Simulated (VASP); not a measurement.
# BAs (F-43m) in VASP: notebook

Aim: see how the results for BAs move with the level of theory and the settings. Levels: HSE(alpha, omega), PBEsol. Tasks: single point.

Program: VASP 6.6.1. These are calculated values, not measurements. Logs are shortened: lines on timing, memory, paths and dates and some standing lists are left out, and cuts for length are marked.

## Step 1: The crystal as given

Symmetry: F-43m, No. 216, cubic system. The conventional cell has a = 4.777 Å, b = 4.777 Å, c = 4.777 Å, α = 90.00°, β = 90.00°, γ = 90.00°. Around As (site symmetry -43m) lie 4 B at 2.07 Å. B (site symmetry -43m) is surrounded by 4 As at 2.07 Å.

## Step 2: Single point, HSE(alpha, omega)

Contents of POSCAR:

```
BAs
1.0
    0.0000000000      2.3885000000      2.3885000000
    2.3885000000      0.0000000000      2.3885000000
    2.3885000000      2.3885000000      0.0000000000
As B
1 1
Direct
    0.7500000000      0.7500000000      0.7500000000
    0.0000000000      0.0000000000      0.0000000000
```

Contents of INCAR.step1:

```
SYSTEM = BAs
PREC = Accurate ; ENCUT = 520
EDIFF = 1E-5 ; ISMEAR = -1
SIGMA = 0.05 ; LREAL = .FALSE.
LASPH = .TRUE. ; NELM = 60
ALGO = Normal ; ISIF = 2
LWAVE = .TRUE. ; LCHARG = .FALSE.
NBANDS = 11 ; GGA = PE
```

Contents of INCAR.step2:

```
SYSTEM = BAs
PREC = Accurate ; ENCUT = 520
EDIFF = 1E-7 ; ISMEAR = -1
SIGMA = 0.05 ; LREAL = .FALSE.
LASPH = .TRUE. ; NELM = 60
ALGO = Normal ; ISIF = 2
LWAVE = .FALSE. ; LCHARG = .FALSE.
GGA = PE ; LHFCALC = .TRUE.
HFSCREEN = 0.4 ; AEXX = 0.25
PRECFOCK = Fast ; NBANDS = 11
ISTART = 1
```

Contents of KPOINTS:

```
regular mesh
0
G
  5 5 5
  0 0 0
```

Potentials or basis: VASP PAW PBE potentials, release 64 (As, B).

Started as:

```console
cat potpaw_PBE.64/As/POTCAR potpaw_PBE.64/B/POTCAR > POTCAR
cp INCAR.step1 INCAR
mpirun -np 1 vasp_std > vasp.out
cp INCAR.step2 INCAR
mpirun -np 1 vasp_std > vasp.out
```

OUTCAR:

```text
SYSTEM = BAs
   PREC = Accurate
   ENCUT = 520
   EDIFF = 1E-7
   ISMEAR = -1
   LREAL = .FALSE.
   LASPH = .TRUE.
   NELM = 60
   ISIF = 2
   GGA = PE
   LHFCALC = .TRUE.
   HFSCREEN = 0.4
   AEXX = 0.25
   PRECFOCK = Fast
   ISTART = 1

 ion  position               nearest neighbor table
   1  0.750  0.750  0.750-   2 2.07   2 2.07   2 2.07   2 2.07
   2  0.000  0.000  0.000-   1 2.07   1 2.07   1 2.07   1 2.07

  LATTYP: Found a face centered cubic cell.
 ALAT       =     4.7770000000

  Lattice vectors:

 A1 = (   0.0000000000,   2.3885000000,   2.3885000000)
 A2 = (   2.3885000000,   0.0000000000,   2.3885000000)
 A3 = (   2.3885000000,   2.3885000000,   0.0000000000)

Analysis of symmetry for initial positions (statically):
=====================================================================
 Subroutine PRICEL returns:
 Original cell was already a primitive cell.

 Routine SETGRP: Setting up the symmetry group for a
 face centered cubic supercell.

 Subroutine GETGRP returns: Found 24 space group operations
 (whereof 24 operations were pure point group operations)
 out of a pool of 48 trial point group operations.

The static configuration has the point symmetry T_d .

Analysis of symmetry for dynamics (positions and initial velocities):
=====================================================================
 Subroutine PRICEL returns:
 Original cell was already a primitive cell.

 Routine SETGRP: Setting up the symmetry group for a
 face centered cubic supercell.

 Subroutine GETGRP returns: Found 24 space group operations
 (whereof 24 operations were pure point group operations)
 out of a pool of 48 trial point group operations.

The dynamic configuration has the point symmetry T_d .

 Subroutine INISYM returns: Found 24 space group operations
 (whereof 24 operations are pure point group operations),
 and found     1 'primitive' translations

----------------------------------------------------------------------------------------

                                     Primitive cell

  volume of cell :      27.2525

  direct lattice vectors                    reciprocal lattice vectors
     0.000000000  2.388500000  2.388500000    -0.209336404  0.209336404  0.209336404
     2.388500000  0.000000000  2.388500000     0.209336404 -0.209336404  0.209336404
     2.388500000  2.388500000  0.000000000     0.209336404  0.209336404 -0.209336404

  length of vectors
     3.377849094  3.377849094  3.377849094     0.362581287  0.362581287  0.362581287

  position of ions in fractional coordinates (direct lattice)
     0.750000000  0.750000000  0.750000000
     0.000000000  0.000000000  0.000000000

  ion indices of the primitive-cell ions
   primitive index   ion index
                 1           1
                 2           2

----------------------------------------------------------------------------------------

 KPOINTS: regular mesh

Automatic generation of k-mesh.
 Grid dimensions read from file:
 generate k-points for:    5    5    5

 Generating k-lattice:

  Cartesian coordinates                     Fractional coordinates (reciprocal lattice)
    -0.041867281  0.041867281  0.041867281     0.200000000  0.000000000  0.000000000
     0.041867281 -0.041867281  0.041867281     0.000000000  0.200000000  0.000000000
     0.041867281  0.041867281 -0.041867281     0.000000000  0.000000000  0.200000000

  Length of vectors
     0.072516257  0.072516257  0.072516257

  Shift w.r.t. Gamma in fractional coordinates (k-lattice)
     0.000000000  0.000000000  0.000000000

 Subroutine IBZKPT returns following result:
 ===========================================

 Found     10 irreducible k-points:

 Following reciprocal coordinates:
            Coordinates               Weight
  0.000000  0.000000  0.000000      1.000000
  0.200000  0.000000  0.000000      8.000000
  0.400000  0.000000  0.000000      8.000000
  0.200000  0.200000  0.000000      6.000000
  0.400000  0.200000  0.000000     24.000000
 -0.400000  0.200000  0.000000     24.000000
 -0.200000  0.200000  0.000000     12.000000
  0.400000  0.400000  0.000000      6.000000
 -0.400000  0.400000  0.000000     12.000000
 -0.400000  0.400000  0.200000     24.000000
   k-points           NKPTS =     10   k-points in BZ     NKDIM =    125   number of bands    NBANDS=     11
   number of dos      NEDOS =    301   number of ions     NIONS =      2
   total plane-waves  NPLWV =  21952
   dimension x,y,z NGX =    28 NGY =   28 NGZ =   28
   dimension x,y,z NGXF=    56 NGYF=   56 NGZF=   56
   ions per type =               1   1
   NGX,Y,Z   is equivalent  to a cutoff of  13.78, 13.78, 13.78 a.u.
   NGXF,Y,Z  is equivalent  to a cutoff of  27.56, 27.56, 27.56 a.u.
 SYSTEM =  BAs
   PREC   = accura    normal or accurate (medium, high low for compatibility)
   ISTART =      1    job   : 0-new  1-cont  2-samecut
   ICHARG =      0    charge: 1-file 2-atom 10-const
   ISPIN  =      1    spin polarized calculation?
   LNONCOLLINEAR =      F non collinear calculations
   LSORBIT =      F    spin-orbit coupling
   LASPH  =      T    aspherical Exc in radial PAW
   ENCUT  =  520.0 eV  38.22 Ry    6.18 a.u.   6.28  6.28  6.28*2*pi/ulx,y,z
   NELM   =     60;   NELMIN=  2; NELMDL=  0     # of ELM steps
   EDIFF  = 0.1E-06   stopping-criterion for ELM
   LREAL  =      F    real-space projection
   EDIFFG = 0.1E-05   stopping-criterion for IOM
   NSW    =      0    number of steps for IOM
   IBRION =     -1    ionic relax: 0-MD 1-quasi-New 2-CG
   NFREE  =      0    steps in history (QN), initial steepest desc. (CG)
   ISIF   =      2    stress and relaxation
   ISYM   =      3    0-nonsym 1-usesym 2-fastsym
   POTIM  = 0.5000    time-step for ionic-motion
   TEBEG  =    0.0;   TEEND  =   0.0 temperature during run
   PSTRESS=    0.0 pullay stress
   NELECT =       8.0000    total number of electrons
   NUPDOWN=      -1.0000    fix difference up-down
   EMIN   =  10.00;   EMAX   =-10.00  energy-range for DOS
   EFERMI =   0.00;   METHOD = LEGACY
   ISMEAR =    -1;   SIGMA  =   0.05  broadening in eV -4-tet -1-fermi 0-gaus
   EFERMI_NEDOS =   21; number of points for ismear=-14 and -15
   IALGO  =     38    algorithm
   IMIX   =      1    mixing-type and parameters
     AMIX     =   0.40;   BMIX     =  1.00
     AMIX_MAG =   1.60;   BMIX_MAG =  1.00
  volume/ion in A,a.u.               =      13.63        91.95
  Fermi-wavevector in a.u.,A,eV,Ry     =   1.088018  2.056057 16.106360  1.183784
  Thomas-Fermi vector in A             =   2.224191
   LORBIT       =      0    0 simple, 1 ext, 2 COOP (PROOUT), +10 PAW based schemes
   GGA     = PE    functional components
   LHFCALC =     T    Hartree Fock is set to
   PRECFOCK=fast      Normal, Fast or Accurate (Low or Medium for compatibility)
   ENCUT4O =  -1.0   cutoff for four orbital integrals eV
   NKREDX  =     1    reduce k-point grid by
   NKREDY  =     1    reduce k-point grid by
   NKREDZ  =     1    reduce k-point grid by
   AEXX    =    0.2500 exact exchange contribution
   HFSCREEN=    0.4000 screening length (either q_TF or 0.3 A-1)
   HFSCREENC=   0.4000 screening length for correlation (either q_TF or 0.3 A-1)
   ENCUTFOCK=  -1.0 apply spherical cutoff to Coloumb kernel
   IVDW    =     0    specifies the selected vdW correction
   LEPSILON=     F    determine dielectric tensor
   LRPA    =     F    only Hartree local field effects (RPA)
 non-spin polarized calculation
  energy-cutoff  :      520.00
  volume of cell :       27.25
 maximum number of plane-waves:       745
 NGX is ok and might be reduce to    28
  NGX = 16; NGY = 16; NGZ = 16

 number of electron       8.0000000 magnetization

 Free energy of the ion-electron system (eV)
  ---------------------------------------------------
  ext. energy  EPLUGINS =         0.00000000
  ---------------------------------------------------
  free energy    TOTEN  =       -12.55254949 eV

  energy without entropy =      -12.55254947  energy(sigma->0) =      -12.55254948

 E-fermi :   6.6380     XC(G=0):  -9.0426

 val. band max:        5.8838957533   @ k =   0.0000   0.0000   0.0000
 cond. band min:       7.4266447525   @ k =   0.4000   0.4000   0.0000
 fundamental gap:      1.5427489992
 Fermi energy:         6.6379810277

 k-point     1 :       0.0000    0.0000    0.0000
  band No.  band energies     occupation
      1     -10.7849      2.00000
      2       5.8839      2.00000
      3       5.8839      2.00000
      4       5.8839      2.00000
      5       9.6750      0.00000
      6       9.6750      0.00000
      7       9.6750      0.00000
      8      11.3712      0.00000
      9      16.1443      0.00000
     10      19.5196      0.00000
     11      19.5196      0.00000

 k-point     2 :       0.2000    0.0000    0.0000
  band No.  band energies     occupation
      1     -10.0731      2.00000
      2       1.9016      2.00000
      3       4.9674      2.00000
      4       4.9674      2.00000
      5       9.6533      0.00000
      6      10.8444      0.00000
      7      10.8444      0.00000
      8      13.8979      0.00000
      9      17.6843      0.00000
     10      17.6843      0.00000
     11      17.8541      0.00000

 k-point     3 :       0.4000    0.0000    0.0000
  band No.  band energies     occupation
      1      -8.2187      2.00000
      2      -2.6228      2.00000
      3       4.0700      2.00000
      4       4.0700      2.00000
      5       9.1743      0.00000
      6      11.2685      0.00000
      7      11.2685      0.00000
      8      15.5348      0.00000
      9      18.8168      0.00000
     10      19.8142      0.00000
     11      19.8142      0.00000

 k-point     4 :       0.2000    0.2000    0.0000
  band No.  band energies     occupation
      1      -9.8313      2.00000
      2       2.7081      2.00000
      3       3.6376      2.00000
      4       3.6376      2.00000
      5       8.3119      0.00000
      6      11.8568      0.00000
      7      12.9008      0.00000
      8      12.9008      0.00000
      9      16.3896      0.00000
     10      19.2857      0.00000
     11      20.5159      0.00000

 k-point     5 :       0.4000    0.2000    0.0000
  band No.  band energies     occupation
      1      -8.2905      2.00000
      2      -1.1212      2.00000
      3       2.2054      2.00000
      4       2.8325      2.00000
      5       8.9401      0.00000
      6      11.9554      0.00000
      7      13.3333      0.00000
      8      13.8853      0.00000
      9      18.7016      0.00000
     10      21.0538      0.00000
     11      21.6722      0.00000

 k-point     6 :      -0.4000    0.2000    0.0000
  band No.  band energies     occupation
      1      -7.1605      2.00000
      2      -2.9899      2.00000
      3       1.0568      2.00000
      4       3.2221      2.00000
      5       9.4499      0.00000
      6      12.6897      0.00000
      7      13.0685      0.00000
      8      15.8466      0.00000
      9      17.7659      0.00000
     10      19.1681      0.00000
     11      21.7467      0.00000

 k-point     7 :      -0.2000    0.2000    0.0000
  band No.  band energies     occupation
      1      -8.9396      2.00000
      2       0.0330      2.00000
      3       1.5818      2.00000
      4       4.5163      2.00000
      5      10.4146      0.00000
      6      11.6402      0.00000
      7      12.4827      0.00000
      8      13.6574      0.00000
      9      16.3383      0.00000
     10      19.3826      0.00000
     11      21.0477      0.00000

 k-point     8 :       0.4000    0.4000    0.0000
  band No.  band energies     occupation
      1      -7.2012      2.00000
      2      -2.0131      2.00000
      3       1.7791      2.00000
      4       1.7791      2.00000
      5       7.4266      0.00000
      6       8.5545      0.00000
      7      17.2729      0.00000
      8      17.2729      0.00000
      9      19.2671      0.00000
     10      23.4644      0.00000
     11      23.7680      0.00000

 k-point     9 :      -0.4000    0.4000    0.0000
  band No.  band energies     occupation
      1      -6.1136      2.00000
      2      -3.0972      2.00000
      3      -0.0836      2.00000
      4       1.9476      2.00000
      5       8.1087      0.00000
      6      10.8066      0.00000
      7      16.6880      0.00000
      8      17.0412      0.00000
      9      18.0915      0.00000
     10      20.8546      0.00000
     11      23.7093      0.00000

 k-point    10 :      -0.4000    0.4000    0.2000
  band No.  band energies     occupation
      1      -6.6865      2.00000
      2      -2.3721      2.00000
      3       0.0831      2.00000
      4       1.4773      2.00000
      5      10.8547      0.00000
      6      11.7891      0.00000
      7      12.6490      0.00000
      8      16.4776      0.00000
      9      17.8451      0.00000
     10      20.9452      0.00000
     11      23.5942      0.00000

------------------------ aborting loop because EDIFF is reached ----------------------------------------

  FORCE on cell =-STRESS in cart. coord.  units (eV):
  Direction    XX          YY          ZZ          XY          YZ          ZX
  --------------------------------------------------------------------------------------
  -------------------------------------------------------------------------------------
  Total        0.0598129      0.0598129      0.0598129      0.0000000      0.0000000     -0.0000000
  in kB        3.5164124      3.5164124      3.5164124      0.0000000      0.0000000     -0.0000000
  external PRESSURE =       3.5164124 kB  Pullay stress =       0.0000000 kB

 VOLUME and BASIS-vectors are now :
 -----------------------------------------------------------------------------
  energy-cutoff  :      520.00
  volume of cell :       27.25
      direct lattice vectors                 reciprocal lattice vectors
     0.000000000  2.388500000  2.388500000    -0.209336404  0.209336404  0.209336404
     2.388500000  0.000000000  2.388500000     0.209336404 -0.209336404  0.209336404
     2.388500000  2.388500000  0.000000000     0.209336404  0.209336404 -0.209336404

 POSITION                                       TOTAL-FORCE (eV/Angst)
 -----------------------------------------------------------------------------------
      3.58275      3.58275      3.58275         0.000000      0.000000      0.000000
      0.00000      0.00000      0.00000        -0.000000     -0.000000     -0.000000
 -----------------------------------------------------------------------------------
    total drift:                               -0.000000     -0.000000      0.000000

  FREE ENERGIE OF THE ION-ELECTRON SYSTEM (eV)
  ---------------------------------------------------
  free  energy   TOTEN  =       -12.5525494890 eV

  energy  without entropy=      -12.5525494668  energy(sigma->0) =      -12.55254948
```

It took 78 s on 1 thread of AMD EPYC 9R45 (Zen 5), shared host; peak memory 0.23 GiB.

Results:

```
Free energy            : -12.5525 eV
Pressure               : 0.4 GPa
Band gap on the k mesh : 1.54 eV, indirect (least direct gap 3.79 eV)
```

Levels at points of the mesh, in eV from the valence-band top:
```tsv
k point	band 1	band 2	band 3	band 4	band 5	band 6	band 7	band 8	band 9
(0.00, 0.00, 0.00)	-16.67	0.00	0.00	0.00	3.79	3.79	3.79	5.49	10.26
```

Caveat: the k mesh is coarse (spacing up to 0.46 Å⁻¹), so the values aren't converged, least of all with exact exchange; the PAW data sets were made with another functional, which shifts forces and pressure a little; an odd mesh through Γ misses points on the zone boundary, where band edges often lie.

(Continued in part 2 of 2.)
